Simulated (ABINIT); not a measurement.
# A GW chain in ABINIT: GaN (F-43m)

Wanted: ground state, empty states, screening and self-energy for GaN (F-43m).

Calculated with ABINIT 10.8.3; PBE and many-body steps on it, plane waves.

**Experimental background.**

- Gap 3.23 eV: absorption onset (direct gap at Gamma) of unexcited film, from imaginary part of dielectric function; spectroscopic ellipsometry (steady-state reference of time-resolved measurement); 300 K; film on 3C-SiC/Si(001) (“Femtosecond pump-probe absorption edge spectroscopy of cubic GaN”, 2022, arxiv:2206.02223).

**1. Set-up**

The structure is cubic, space group F-43m (No. 216). Conventional cell: a = 4.507 Å, b = 4.507 Å, c = 4.507 Å, α = 90.00°, β = 90.00°, γ = 90.00°. Nearest to Ga lie 4 N at 1.95 Å. N has 4 Ga at 1.95 Å nearest. Farther neighbours and most contacts between anions are not listed.

Coordinates:

```cif
data_structure
_symmetry_space_group_name_H-M 'P 1'
_symmetry_Int_Tables_number 1
_cell_length_a 3.1869
_cell_length_b 3.1869
_cell_length_c 3.1869
_cell_angle_alpha 60.000
_cell_angle_beta 60.000
_cell_angle_gamma 60.000
_cell_volume 22.89
loop_
_atom_site_label
_atom_site_type_symbol
_atom_site_fract_x
_atom_site_fract_y
_atom_site_fract_z
_atom_site_occupancy
Ga1 Ga 0.00000 0.00000 0.00000 1
N2 N 0.75000 0.75000 0.75000 1
```

The cell and positions are those that the Materials Project relaxed with its own functionals (PBE, PBE+U or r2SCAN), kept fixed. This is not the form that GaN usually takes at ambient conditions.

**2. Ground state**

This step: ABINIT 10.8.3; DFT, PBE, plane waves, norm-conserving pseudopotentials.

The ground-state density comes first.

run.abi

```
acell 3*1.0 Angstrom
rprim 
  0.000000000000 2.253500607500 2.253500607500
  2.253500607500 0.000000000000 2.253500607500
  2.253500607500 2.253500607500 0.000000000000
ntypat 2
znucl 31 7
natom 2
typat 1 2
xred 
  0.000000000000 0.000000000000 0.000000000000
  0.750000000000 0.750000000000 0.750000000000
pp_dirpath "pseudos"
pseudos "Ga.upf, N.upf"
ecut 45
ngkpt 8 8 8
nshiftk 1
shiftk 0 0 0
kptopt 1
chksymbreak 0
nband 18
occopt 1
tolvrs 1e-10
nstep 60
prtwf 0
optforces 0
optstress 0
indata_prefix "in"
outdata_prefix "out"
tmpdata_prefix "tmp"
```

Run with:

```sh
OMP_NUM_THREADS=1 mpirun -n 4 abinit run.abi > log
```

Numbers of over 12 decimals in the logs are rounded to 6 here.

Output:

```text
.Version 10.8.3 of ABINIT. v10.8.2 released Aug 2026.

 Symmetries : space group F-4 3 m (#216); Bravais cF (face-center cubic)
================================================================================
 Values of the parameters that define the memory need of the present run
     intxc =       0    ionmov =       0      iscf =       7    lmnmax =       6
     lnmax =       6     mgfft =      40  mpssoang =       3    mqgrid =    3001
     natom =       2  nloc_mem =       1    nspden =       1   nspinor =       1
    nsppol =       1      nsym =      24    n1xccc =    2501    ntypat =       2
    occopt =       1   xclevel =       2
-    mband =          18        mffmem =           1         mkmem =           8
       mpw =        2245          nfft =       64000          nkpt =          29
================================================================================
  Rough estimation (10% accuracy) of disk space for files :
================================================================================

--------------------------------------------------------------------------------
------------- Echo of variables that govern the present computation ------------
--------------------------------------------------------------------------------
 -outvars: echo values of preprocessed input variables --------
            acell      1.8897261259E+00  1.8897261259E+00  1.8897261259E+00 Bohr

      chksymbreak           0
             ecut      4.50000000E+01 Hartree
-          fftalg         312

              ixc     -101130
              kpt      0.00000000E+00  0.00000000E+00  0.00000000E+00
                       1.25000000E-01  0.00000000E+00  0.00000000E+00
                       2.50000000E-01  0.00000000E+00  0.00000000E+00
                       3.75000000E-01  0.00000000E+00  0.00000000E+00
                       5.00000000E-01  0.00000000E+00  0.00000000E+00
                       1.25000000E-01  1.25000000E-01  0.00000000E+00
                       2.50000000E-01  1.25000000E-01  0.00000000E+00
                       3.75000000E-01  1.25000000E-01  0.00000000E+00
                       5.00000000E-01  1.25000000E-01  0.00000000E+00
   [... 18 further rows ...]
                      -3.75000000E-01  5.00000000E-01  1.25000000E-01
                      -2.50000000E-01  5.00000000E-01  2.50000000E-01
         kptrlatt        8    0    0      0    8    0      0    0    8
          kptrlen      4.81794160E+01
P           mkmem           8
            natom           2
            nband          18
            ngfft          40      40      40
             nkpt          29
            nstep          60
             nsym          24
           ntypat           2
              occ      2.000000  2.000000  2.000000  2.000000  2.000000  2.000000
                       2.000000  2.000000  2.000000  2.000000  2.000000  2.000000
                       2.000000  0.000000  0.000000  0.000000  0.000000  0.000000
        optforces           0
        optstress           0
            prtwf           0
            rprim      0.0000000000E+00  2.2535006075E+00  2.2535006075E+00
[...]
spgroup         216

           tolvrs      1.00000000E-10

             xred      0.0000000000E+00  0.0000000000E+00  0.0000000000E+00
[...]
znucl       31.00000    7.00000

================================================================================

 chkinp: Checking input parameters for consistency.

================================================================================
== DATASET  1 ==================================================================
-   mpi_nproc: 4, omp_nthreads: 1 (-1 if OMP is not activated)

--- !DatasetInfo
iteration_state: {dtset: 1, }
dimensions: {natom: 2, nkpt: 29, mband: 18, nsppol: 1, nspinor: 1, nspden: 1, mpw: 2245, }
cutoff_energies: {ecut:  45.0, pawecutdg:  -1.0, }
electrons: {nelect:   2.60000000E+01, charge:   0.00000000E+00, occopt:   1.00000000E+00, tsmear:   1.00000000E-02, }

 Real(R)+Recip(G) space primitive vectors, cartesian coordinates (Bohr,Bohr^-1):
 R(1)=  0.0000000  4.2584990  4.2584990  G(1)= -0.1174123  0.1174123  0.1174123
 R(2)=  4.2584990  0.0000000  4.2584990  G(2)=  0.1174123 -0.1174123  0.1174123
 R(3)=  4.2584990  4.2584990  0.0000000  G(3)=  0.1174123  0.1174123 -0.1174123
 Unit cell volume ucvol=  1.5445417E+02 bohr^3
 Angles (23,13,12)=  6.00000000E+01  6.00000000E+01  6.00000000E+01 degrees

 getcut: wavevector=  0.0000  0.0000  0.0000  ngfft=  40  40  40
         ecut(hartree)=     45.000   => boxcut(ratio)=   2.19947

--- Pseudopotential description ------------------------------------------------
- Ga Generated using ONCVPSP code by D. R. Hamann
- 31.00000  21.00000  171031                  znucl, zion, pspdat
12 -101130 2 -1 1902                          pspcod,pspxc,lmax,lloc,mmax
     nproj     2     2     2
  pspatm : epsatm=   21.85474337
         --- l  ekb(1:nproj) -->
[...]
pspatm: atomic psp has been read  and splines computed

- N Generated using ONCVPSP code by D. R. Hamann
-  7.00000   5.00000  171031                  znucl, zion, pspdat
12 -101130 1 -1 1058                          pspcod,pspxc,lmax,lloc,mmax
     nproj     2     2     0
  pspatm : epsatm=    5.20977870
         --- l  ekb(1:nproj) -->
[...]
1   -4.293905   -1.006988
 pspatm: atomic psp has been read  and splines computed

   7.03677574E+02                                ecore*ucvol(ha*bohr**3)
--------------------------------------------------------------------------------

_setup2: Arith. and geom. avg. npw (full set) are    2226.443    2226.425

================================================================================

--- !BeginCycle
iteration_state: {dtset: 1, }
solver: {iscf: 7, nstep: 60, nline: 4, wfoptalg: 0, }
tolerances: {tolvrs: 1.00E-10, }

     iter   Etot(hartree)      deltaE(h)  residm     vres2
 ETOT  1  -258.01753091192    -2.580E+02 5.649E-01 9.585E+02
 ETOT  2  -258.56781723981    -5.503E-01 1.404E-01 9.659E+02
 ETOT  3  -258.71788889241    -1.501E-01 4.324E-03 1.424E+00
 ETOT  4  -258.71813151589    -2.426E-04 7.054E-04 5.223E-01
 ETOT  5  -258.71822784614    -9.633E-05 3.970E-04 2.144E-02
 ETOT  6  -258.71823016905    -2.323E-06 6.764E-05 1.218E-03
 ETOT  7  -258.71823026511    -9.606E-08 3.682E-05 1.381E-04
 ETOT  8  -258.71823028487    -1.976E-08 6.163E-06 2.349E-06
 ETOT  9  -258.71823028540    -5.248E-10 3.419E-06 1.801E-08
 ETOT 10  -258.71823028540    -4.945E-12 2.695E-06 6.841E-11

 At SCF step   10       vres2   =  6.84E-11 < tolvrs=  1.00E-10 =>converged.

--- !ResultsGS
iteration_state: {dtset: 1, }
comment   : Summary of ground state results
lattice_vectors:
- [  0.0000000,   4.2584990,   4.2584990, ]
- [  4.2584990,   0.0000000,   4.2584990, ]
- [  4.2584990,   4.2584990,   0.0000000, ]
lattice_lengths: [   6.02243,    6.02243,    6.02243, ]
lattice_angles: [ 60.000,  60.000,  60.000, ] # degrees, (23, 13, 12)
lattice_volume:   1.5445417E+02
convergence: {deltae: -4.945E-12, res2:  6.841E-11, residm:  2.695E-06, diffor:  0.000E+00, }
etotal    :  -2.58718230E+02
entropy   :   0.00000000E+00
fermie    :   2.52201327E-01
cartesian_stress_tensor: null
pressure_GPa: null
xred      :
- [  0.0000E+00,   0.0000E+00,   0.0000E+00, Ga]
- [  7.5000E-01,   7.5000E-01,   7.5000E-01,  N]
cartesian_forces: null
force_length_stats: {min: null, max: null, mean: null, }

 Integrated electronic density in atomic spheres:
 ------------------------------------------------
 Atom  Sphere_radius  Integrated_density
    1        2.00000         18.88453299
    2        2.00000          5.24763507
================================================================================

 ----iterations are completed or convergence reached----

 Mean square residual over all n,k,spin=   64.341E-10; max=  26.947E-07
 reduced coordinates (array xred) for    2 atoms
       0.000000000000      0.000000000000      0.000000000000
       0.750000000000      0.750000000000      0.750000000000
 rms dE/dt=  0.0000E+00; max dE/dt=  0.0000E+00; dE/dt below (all hartree)
    1       0.000000000000      0.000000000000      0.000000000000
    2       0.000000000000      0.000000000000      0.000000000000

 cartesian coordinates (angstrom) at end:
    1      0.000000     0.000000     0.000000
    2      3.380251     3.380251     3.380251
 length scales=  1.889726125908  1.889726125908  1.889726125908 bohr
              =  1.000000000000  1.000000000000  1.000000000000 angstroms
 prteigrs : about to open file out_EIG
 Fermi (or HOMO) energy (hartree) =   0.25220   Average Vxc (hartree)=  -0.43124
 Eigenvalues (hartree) for nkpt=  29  k points:
 kpt#   1, nband= 18, wtk=  0.00195, kpt=  0.0000  0.0000  0.0000 (reduced coord)
  -4.97665   -3.16387   -3.16387   -3.16387   -0.33240   -0.24568   -0.24568   -0.24568
  -0.23446   -0.23446    0.25220    0.25220    0.25220    0.31643    0.63289    0.63289
   0.63289    0.89971
 prteigrs : prtvol=0 or 1, do not print more k-points.

--- !EnergyTerms
iteration_state     : {dtset: 1, }
comment             : Components of total free energy in Hartree
kinetic             :  1.27702089422731E+02
hartree             :  1.00372097444634E+02
xc                  : -2.89685342713341E+01
Ewald energy        : -1.35314831293648E+02
psp_core            :  4.55589885953002E+00
local_psp           : -2.66706247527047E+02
non_local_psp       : -6.03587029202698E+01
total_energy        : -2.58718230285404E+02
total_energy_eV     : -7.04008169317278E+03
band_energy         : -3.10080941005515E+01

== END DATASET(S) ==============================================================
================================================================================

 -outvars: echo values of variables after computation  --------
           etotal     -2.5871823029E+02
            nband          18
             nkpt          29
          spgroup         216
 [... the other variables as echoed above ...]

 Calculation completed.
```

Wall time 15 s (4 MPI ranks of Arm Neoverse V1, shared host); peak memory 0.3 GiB; 60 s of CPU time.

Numbers from this step:

| Quantity | Value |
| --- | --- |
| total energy | -7040.0817 eV |
| gap | 1.748 eV |
| k of the valence top | 0, 0, 0 |
| k of the conduction bottom | 0, 0, 0 |
| least direct gap | 1.748 eV |

The gap is direct, at Γ.

[end of part 1 of 3]

[Paths, hosts, dates, memory and timing lines, banners, echoed tables and standing remarks are left out of the program output.]

[Logs are printed without paths, hosts, clocks, repeated set-up lines and the standing remarks that a program may print on its own settings, such as how far it seeks lower states.]

[Runs of the session that timed out or met a known fault of the program may be left out.]

[Hosts, paths, dates, database ids (printed as entryN), source tags and the programs' standing remarks are cut or masked in the printed files.]

[G0W0 gaps are taken among the corrected bands and points alone; a level outside them can change the order at an edge.]

[Where Ansatz stands beside ABINIT at settings called matched, ABINIT's density can come from a denser mesh and the files from another edition; pairs whose starting gaps differed by over 0.03 eV were left out, so agreement reads better than it is.]
